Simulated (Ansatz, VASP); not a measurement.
## BaTe: VASP beside Ansatz

File INCAR:

```
ALGO = Normal
EDIFF = 1E-7
ENCUT = 520
GGA = PS
ISIF = 2
ISMEAR = -1
LASPH = T
LCHARG = F
LREAL = F
LWAVE = F
NBANDS = 15
NELM = 80
PREC = Accurate
SIGMA = 0.05
```

Contents of KPOINTS:

```
k-points
0
Gamma
  7 7 7
```

File POSCAR:

```
BaTe
1.0
    0.0000000000      3.4548735670      3.4548735670
    3.4548735670      0.0000000000      3.4548735670
    3.4548735670      3.4548735670      0.0000000000
Ba Te
1 1
Direct
    0.0000000000      0.0000000000      0.0000000000
    0.5000000000      0.5000000000      0.5000000000
```

Contents of input.yaml:

```yaml
crystal:
  lattice:
    - [0.0, 3.454873567, 3.454873567]
    - [3.454873567, 0.0, 3.454873567]
    - [3.454873567, 3.454873567, 0.0]
  atoms:
    - { symbol: Ba, position: [0.0, 0.0, 0.0] }
    - { symbol: Te, position: [0.5, 0.5, 0.5] }
hamiltonian:
  xc: pbesol
  pseudopotentials: { kind: paw }
kpoints:
  mp_grid: { grid: [7, 7, 7] }
scf:
  occupations: { method: fermi_dirac, width: 0.05 }
output:
  forces: true
  stress: true
  eigenvalues: true
```

Change from the starting cell: volume scaled by 1.04.

Alike in both runs: task single point; functional PBEsol; k mesh 7 × 7 × 7; occupations fermi-dirac, width 0.05 eV; no spin polarisation.

|  | VASP | Ansatz |
| --- | --- | --- |
| version | VASP 6.6.1 | Ansatz 0.2.0 |
| potentials or method | VASP PAW PBE potentials, release 64 (Ba_sv, Te) | Ansatz PAW |
| plane-wave cutoff (eV) | 520 | 420 |
| valence electrons in the cell | 16 | 26 |

|  | VASP | Ansatz | Ansatz less VASP |
| --- | --- | --- | --- |
| gap on the k mesh at the Fermi level (eV) | 1.39 | 1.48 | +0.092 |
| least direct gap on the mesh (eV) | 1.78 | 1.84 | +0.057 |
| pressure (GPa) | 0.9 | 0.5 | -0.40 |

With one functional, cell and mesh, what is left measures potentials, basis and numerics. The two sets of potentials don't hold the same shells in valence.

Caveats: spin-orbit coupling is left out, which moves the levels of the heavy elements; the PAW data sets were made with another functional, which shifts forces and pressure a little (VASP); an odd mesh through Γ misses points on the zone boundary, where band edges often lie (VASP); odd divisions of the mesh miss points on the zone boundary, where band edges often lie, so the gap on the mesh can be too wide (Ansatz); the PAW data sets come from PBE, with cores solved anew for the run's functional, which leaves a small shift of forces and pressure (Ansatz).
